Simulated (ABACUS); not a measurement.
# Pt (P-1) in ABACUS: convergence with smearing sigma

Aim: find how far smearing sigma must go before the results for Pt settle, at RPBE. This setting moves, with any that are tied to it; all else stays.

Everything below comes from runs of ABACUS 3.10.1. Logs are shortened: lines on timing, memory, paths and dates and some standing lists are left out, and cuts for length are marked.

**1. The cell of the first run**

The typed cell holds 1 atom: a = 2.762 Å, b = 2.800 Å, c = 2.751 Å, α = 59.29°, β = 59.92°, γ = 61.23°.

The cell isn't the ideal one: cell strained at random.

**2. With smearing sigma 0.02 Ry**

Input file INPUT:

```
INPUT_PARAMETERS
suffix              Pt
calculation         scf
basis_type          pw
pseudo_dir          ./
symmetry            1
dft_functional      GGA_X_RPBE+GGA_C_PBE
ecutwfc             84
pseudo_rcut         7
nspin               1
nbands              13
ks_solver           dav
smearing_method     gauss
smearing_sigma      0.02
scf_thr             1e-08
scf_nmax            100
mixing_type         broyden
mixing_beta         0.7
cal_force           1
cal_stress          1
kpar                4
```

Input file STRU:

```
ATOMIC_SPECIES
Pt 195.0840 Pt.upf

LATTICE_CONSTANT
1.8897261246

LATTICE_VECTORS
-0.0123650000 1.9638120000 1.9419480000
2.0060440000 -0.0230150000 1.9525970000
1.9607070000 1.9291240000 0.0223230000

ATOMIC_POSITIONS
Direct

Pt
0.0
1
0.0042420000 -0.0117390000 0.0044490000 1 1 1
```

Input file KPT:

```
K_POINTS
0
Gamma
8 8 8 0 0 0
```

Potentials or basis: Ansatz NC PBE, plane waves.

On the command line:

```bash
$ OMP_NUM_THREADS=1 mpirun -np 4 abacus > log
```

It took 19 s on 4 MPI ranks of Intel Xeon Platinum 8259CL at 2.50GHz (Skylake/Cascade Lake), shared host; peak memory 0.32 GiB.

What came out:

* Free energy: -3551.1722 eV
* Pressure: 14.6 GPa
* Band gap on the k mesh: none (metal or under the smearing width)

**3. With smearing sigma 0.015 Ry**

INPUT: that of step 2 with these lines changed.

```diff
@@ -13,3 +13,3 @@
 smearing_method     gauss
-smearing_sigma      0.02
+smearing_sigma      0.015
 scf_thr             1e-08
```

STRU is that of step 2.

KPT is that of step 2.

Potentials or basis: Ansatz NC PBE, plane waves.

On the command line:

```bash
$ OMP_NUM_THREADS=1 mpirun -np 4 abacus > log
```

Wall time 14 s (4 MPI ranks of Intel Xeon Platinum 8259CL at 2.50GHz (Skylake/Cascade Lake), shared host); peak memory 0.32 GiB.

What came out:

* Free energy: -3551.1577 eV
* Pressure: 14.4 GPa
* Band gap on the k mesh: none (metal or under the smearing width)

**4. With smearing sigma 0.01 Ry**

INPUT: that of step 3 with these lines changed.

```diff
@@ -13,3 +13,3 @@
 smearing_method     gauss
-smearing_sigma      0.015
+smearing_sigma      0.01
 scf_thr             1e-08
```

STRU is that of step 3.

KPT is that of step 3.

On the command line:

```bash
$ OMP_NUM_THREADS=1 mpirun -np 4 abacus > log
```

Wall time 15 s (4 MPI ranks of Intel Xeon Platinum 8259CL at 2.50GHz (Skylake/Cascade Lake), shared host); peak memory 0.36 GiB.

What came out:

| Quantity | Value |
| --- | --- |
| Free energy | -3551.1470 eV |
| Pressure | 14.1 GPa |
| Band gap on the k mesh | none (metal or under the smearing width) |

**5. With smearing sigma 0.007 Ry**

INPUT: that of step 4 with these lines changed.

```diff
@@ -13,3 +13,3 @@
 smearing_method     gauss
-smearing_sigma      0.01
+smearing_sigma      0.007
 scf_thr             1e-08
```

STRU is that of step 4.

KPT is that of step 4.

On the command line:

```bash
$ OMP_NUM_THREADS=1 mpirun -np 4 abacus > log
```

Run time: 21 s. Hardware: 4 MPI ranks of Intel Xeon Platinum 8259CL at 2.50GHz (Skylake/Cascade Lake), shared host; peak memory 0.32 GiB.

Results:

| Item | Value |
| --- | --- |
| Free energy | -3551.1428 eV |
| Pressure | 14.0 GPa |
| Band gap on the k mesh | none (metal or under the smearing width) |

**6. With smearing sigma 0.005 Ry**

INPUT: that of step 5 with these lines changed.

```diff
@@ -13,3 +13,3 @@
 smearing_method     gauss
-smearing_sigma      0.007
+smearing_sigma      0.005
 scf_thr             1e-08
```

STRU is that of step 5.

KPT is that of step 5.

Potentials or basis: Ansatz NC PBE, plane waves.

On the command line:

```bash
$ OMP_NUM_THREADS=1 mpirun -np 4 abacus > log
```

It took 21 s on 4 MPI ranks of Intel Xeon Platinum 8259CL at 2.50GHz (Skylake/Cascade Lake), shared host; peak memory 0.32 GiB.

The run converged. Its results:

| Item | Value |
| --- | --- |
| Free energy | -3551.1410 eV |
| Pressure | 14.0 GPa |
| Band gap on the k mesh | none (metal or under the smearing width) |

**7. With smearing sigma 0.003 Ry**

INPUT: that of step 6 with these lines changed.

```diff
@@ -13,3 +13,3 @@
 smearing_method     gauss
-smearing_sigma      0.005
+smearing_sigma      0.003
 scf_thr             1e-08
```

STRU is that of step 6.

KPT is that of step 6.

On the command line:

```bash
$ OMP_NUM_THREADS=1 mpirun -np 4 abacus > log
```

Run time: 19 s. Hardware: 4 MPI ranks of Intel Xeon Platinum 8259CL at 2.50GHz (Skylake/Cascade Lake), shared host; peak memory 0.32 GiB.

Results (log left out):

* Free energy: -3551.1398 eV
* Pressure: 13.9 GPa
* Band gap on the k mesh: none (metal or under the smearing width)

**8. With smearing sigma 0.002 Ry**

INPUT: that of step 7 with these lines changed.

```diff
@@ -13,3 +13,3 @@
 smearing_method     gauss
-smearing_sigma      0.003
+smearing_sigma      0.002
 scf_thr             1e-08
```

STRU is that of step 7.

KPT is that of step 7.

On the command line:

```bash
$ OMP_NUM_THREADS=1 mpirun -np 4 abacus > log
```

Wall time 19 s (4 MPI ranks of Intel Xeon Platinum 8259CL at 2.50GHz (Skylake/Cascade Lake), shared host); peak memory 0.32 GiB.

The run converged. Its results:

```yaml
Free_energy: -3551.1394 eV
Pressure: 13.9 GPa
Band_gap_on_the_k_mesh: none (metal or under the smearing width)
```

**9. With smearing sigma 0.001 Ry**

INPUT: that of step 8 with these lines changed.

```diff
@@ -13,3 +13,3 @@
 smearing_method     gauss
-smearing_sigma      0.002
+smearing_sigma      0.001
 scf_thr             1e-08
```

STRU is that of step 8.

KPT is that of step 8.

Potentials or basis: Ansatz NC PBE, plane waves.

On the command line:

```bash
$ OMP_NUM_THREADS=1 mpirun -np 4 abacus > log
```

running log:

```text
[... set-up lines left out ...]
 PW ALGORITHM --------------- ION=   1  ELEC=   1--------------------------------
 Notice: Threshold on eigenvalues was too large.
 hsover_error=0.18 > DRHO=0.0718982
 Origin diag ethr = 0.01
 New diag ethr = 0.000399434

 Density error is 0.0730201202303
                          Error Threshold = 0.00039943434689
----------------------------------------------------------
     Energy           Rydberg                 eV
----------------------------------------------------------
 E_KohnSham     -260.9835738523      -3550.8636887956
 E_Harris       -263.6135008097      -3586.6456807395
 E_Fermi        1.8076464986         24.5942923508
----------------------------------------------------------

 PW ALGORITHM --------------- ION=   1  ELEC=   2--------------------------------

 Density error is 0.00999248583193
                          Error Threshold = 0.000405667334613
----------------------------------------------------------
     Energy           Rydberg                 eV
----------------------------------------------------------
 E_KohnSham     -261.0012875234      -3551.1046956543
 E_Harris       -260.0751316892      -3538.5036990738
 E_Fermi        1.7129012124         23.3052165997
----------------------------------------------------------

 PW ALGORITHM --------------- ION=   1  ELEC=   3--------------------------------

 Density error is 0.000297663601513
                          Error Threshold = 5.55138101774e-05
----------------------------------------------------------
     Energy           Rydberg                 eV
----------------------------------------------------------
 E_KohnSham     -261.0037749173      -3551.1385383854
 E_Harris       -261.1261297753      -3552.8032616309
 E_Fermi        1.7396516975         23.6691756216
----------------------------------------------------------

 PW ALGORITHM --------------- ION=   1  ELEC=   4--------------------------------

 Density error is 2.63799847057e-06
                          Error Threshold = 1.65368667507e-06
----------------------------------------------------------
     Energy           Rydberg                 eV
----------------------------------------------------------
 E_KohnSham     -261.0038136829      -3551.1390658173
 E_Harris       -260.9984995123      -3551.0667628175
 E_Fermi        1.7356080984         23.6141596335
----------------------------------------------------------

 PW ALGORITHM --------------- ION=   1  ELEC=   5--------------------------------

 Density error is 2.63777055865e-07
                          Error Threshold = 1.46555470587e-08
----------------------------------------------------------
     Energy           Rydberg                 eV
----------------------------------------------------------
 E_KohnSham     -261.0038149889      -3551.1390835871
 E_Harris       -261.0022745287      -3551.1181245503
 E_Fermi        1.7357641472         23.6162827858
----------------------------------------------------------

 PW ALGORITHM --------------- ION=   1  ELEC=   6--------------------------------

 Density error is 3.32833060807e-08
                          Error Threshold = 1.46542808814e-09
----------------------------------------------------------
     Energy           Rydberg                 eV
----------------------------------------------------------
 E_KohnSham     -261.0038150195      -3551.1390840032
 E_Harris       -261.0048924112      -3551.1537426694
 E_Fermi        1.7358491517         23.6174393309
----------------------------------------------------------

 PW ALGORITHM --------------- ION=   1  ELEC=   7--------------------------------

 Density error is 1.71744554981e-10
                          Error Threshold = 1.84907256004e-10
----------------------------------------------------------
     Energy           Rydberg                 eV
----------------------------------------------------------
 E_KohnSham     -261.0038150236      -3551.1390840588
 E_KS(sigma->0) -261.0038073035      -3551.1389790221
 E_Harris       -261.0037294643      -3551.1379199645
 E_band         -9.0951907724        -123.7464189018
 E_one_elec     -50.9563516684       -693.2967319823
 E_Hartree      37.9802798773        516.7482179659
 E_xc           -47.6114762662       -647.7873674116
 E_Ewald        -200.4162515262      -2726.8029925574
 E_entropy(-TS) -0.0000154401        -0.0002100734
 E_descf        0.0000000000         0.0000000000
 E_exx          0.0000000000         0.0000000000
 E_Fermi        1.7358124309         23.6169397188
----------------------------------------------------------

 charge density convergence is achieved
 final etot is -3551.1390841 eV
 EFERMI = 23.616939719 eV

 STATE ENERGY(eV) AND OCCUPATIONS    NSPIN == 1
 1/65 kpoint (Cartesian) = 0.0000 0.0000 0.0000 (1333 pws)
       1       -74.9143     0.00390625
       2       -28.8686     0.00390625
       3       -28.8411     0.00390625
       4       -28.8285     0.00390625
       5        13.4811     0.00390625
       6        19.5890     0.00390625
       7        19.9064     0.00390625
       8        20.0912     0.00390625
       9        21.8673     0.00390625
      10        22.2037     0.00390625
      11        38.2883        0.00000
      12        42.5716        0.00000
      13        43.3972        0.00000

 2/65 kpoint (Cartesian) = -0.031228 0.031364 0.032453 (1325 pws)
       1       -74.9096     0.00781250
       2       -28.9126     0.00781250
       3       -28.8750     0.00781250
       4       -28.8394     0.00781250
       5        14.0839     0.00781250
       6        19.5223     0.00781250
       7        19.9582     0.00781250
       8        20.2850     0.00781250
       9        21.8076     0.00781250
      10        22.0943     0.00781250
      11        39.1340        0.00000
      12        40.6712        0.00000
      13        43.9383        0.00000

 3/65 kpoint (Cartesian) = -0.062456 0.062728 0.064905 (1331 pws)
       1       -74.8982     0.00781250
       2       -29.0770     0.00781250
       3       -28.9046     0.00781250
       4       -28.8576     0.00781250
       5        15.4908     0.00781250
       6        19.4991     0.00781250
       7        20.0201     0.00781250
       8        20.4451     0.00781250
       9        22.1939     0.00781250
      10        22.2850     0.00781250
      11        36.8426        0.00000
      12        39.9692        0.00000
      13        46.0700        0.00000

 4/65 kpoint (Cartesian) = -0.093684 0.094091 0.097358 (1328 pws)
       1       -74.8869     0.00781250
       2       -29.2404     0.00781250
       3       -28.9324     0.00781250
       4       -28.8754     0.00781250
       5        16.2699     0.00781250
       6        19.7537     0.00781250
       7        20.1804     0.00781250
       8        21.1604     0.00781250
       9        23.0495     0.00781250
      10        23.2658     0.00781250
      11        32.3374        0.00000
      12        38.6024        0.00000
      13        43.9197        0.00000

 5/65 kpoint (Cartesian) = -0.12491 0.12546 0.12981 (1332 pws)
       1       -74.8822     0.00390625
       2       -29.3072     0.00390625
       3       -28.9439     0.00390625
       4       -28.8827     0.00390625
       5        16.3201     0.00390625
       6        19.6049     0.00390625
       7        20.0324     0.00390625
       8        23.1458     0.00390625
       9        23.5026     0.00390625
      10        23.8263        0.00000
      11        29.4319        0.00000
      12        37.9356        0.00000
      13        42.5414        0.00000

 6/65 kpoint (Cartesian) = 0.030690 -0.031564 0.032115 (1330 pws)
       1       -74.9098     0.00781250
       2       -28.8993     0.00781250
       3       -28.8782     0.00781250
       4       -28.8462     0.00781250
       5        14.0712     0.00781250
       6        19.4699     0.00781250
       7        20.0638     0.00781250
       8        20.2015     0.00781250
       9        21.8366     0.00781250
      10        22.1146     0.00781250
      11        39.0761        0.00000
      12        40.5373        0.00000
      13        44.3010        0.00000

[... levels at 59 further k points ...]

------------------------------------------------------------------------------------------
 TOTAL-FORCE (eV/Angstrom)
------------------------------------------------------------------------------------------
                       Pt1         0.0000000000         0.0000000000         0.0000000000
------------------------------------------------------------------------------------------

----------------------------------------------------------------
 TOTAL-STRESS (KBAR)
----------------------------------------------------------------
       118.5918837114        24.4414400242       -19.1090873971
        24.4414400241       146.8467332924        -8.6955276435
       -19.1090873971        -8.6955276435       152.3806398978
----------------------------------------------------------------
 TOTAL-PRESSURE: 139.273086 KBAR

 --------------------------------------------
 !FINAL_ETOT_IS -3551.1390840587587263 eV
 --------------------------------------------
```

It took 14 s on 4 MPI ranks of Intel Xeon Platinum 8259CL at 2.50GHz (Skylake/Cascade Lake), shared host; peak memory 0.32 GiB.

Results:

```yaml
Free_energy: -3551.1391 eV
Pressure: 13.9 GPa
Band_gap_on_the_k_mesh: none (metal or under the smearing width)
```

**10. The series at a glance**

| smearing sigma | energy less the tightest run, at zero smearing (meV/atom) | pressure (GPa) | SCF cycles | CPU time (s) |
| --- | --- | --- | --- | --- |
| 0.02 Ry | -0.64 | 14.64 | 7 | 76 |
| 0.015 Ry | 0.36 | 14.35 | 7 | 56 |
| 0.01 Ry | 0.40 | 14.11 | 7 | 59 |
| 0.007 Ry | 0.02 | 14.00 | 7 | 82 |
| 0.005 Ry | -0.17 | 13.95 | 7 | 84 |
| 0.003 Ry | -0.11 | 13.91 | 6 | 76 |
| 0.002 Ry | -0.04 | 13.93 | 7 | 76 |
| 0.001 Ry | 0.00 | 13.93 | 7 | 56 |

Against the tightest run, the energy stays within 1 meV/atom from 0.02 Ry on; the pressure stays within 0.1 GPa from 0.007 Ry on. Narrower smearing needs a denser k mesh, so at a fixed mesh the narrowest width isn't the most accurate. The tightest run that finished is the yardstick and may itself not be fully converged.

Caveats: the potentials were made for another functional, which shifts forces and pressure.
